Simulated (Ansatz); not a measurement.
MgO (Fm-3m), one atom moved along a line

All numbers below come from DFT r2SCAN, scalar-relativistic, plane waves, PAW (Ansatz). Settings: plane waves to 500 eV, k-mesh 6×6×6 (Γ-centred), Gaussian smearing 0.05 eV. No spin polarisation. Energies are free energies at this smearing, counted from the undisturbed cell; pressure is positive in compression.

The undisturbed cell (relaxed at this level):

```xyz
8
Lattice="4.2042 0.0000 0.0000 0.0000 -4.2042 0.0000 0.0000 0.0000 -4.2042" Properties=species:S:1:pos:R:3 pbc="T T T"
Mg    0.0000    0.0000    0.0000
Mg    2.1021   -2.1021    0.0000
Mg    2.1021    0.0000   -2.1021
Mg    0.0000   -2.1021   -2.1021
O     2.1021    0.0000    0.0000
O     0.0000   -2.1021    0.0000
O     0.0000    0.0000   -2.1021
O     2.1021   -2.1021   -2.1021
```

Atom 1 (Mg) is moved by x along the Cartesian unit vector (-0.707, 0.707, 0.000); the cell and all other atoms stay fixed.

```tsv
x (Å)	ΔE (meV/cell)	force along x on the moved atoms (eV/Å)	pressure (GPa)	gap on the mesh (eV)
-0.6000	2179.5	8.22	11.2	5.59
-0.3000	482.9	3.37	2.8	5.67
0.0000	0.0	0.00	0.0	5.69
0.0750	28.8	-0.77	0.2	5.68
0.1500	116.2	-1.57	0.7	5.68
0.2250	?	-2.43	1.6	?
0.3750	774.6	-4.42	4.4	5.66
0.4500	1149.0	?	6.3	?
0.5250	1614.7	-6.85	8.6	5.62
```

By symmetry 0.6000 repeats -0.6000, -0.4500 repeats 0.4500, 0.3000 repeats -0.3000, -0.1500 repeats 0.1500 in energy, with the opposite slope along the path.

**Question.** Give the withheld values.

**Answer.** ΔE (meV/cell) at x (Å) = 0.2250: 265.8; gap on the mesh (eV) at x (Å) = 0.2250: 5.68; force along x on the moved atoms (eV/Å) at x (Å) = 0.4500: -5.58; gap on the mesh (eV) at x (Å) = 0.4500: 5.64.

Cost: 9 runs of about 5 core-minutes in all, on Arm Neoverse V1 (shared hosts).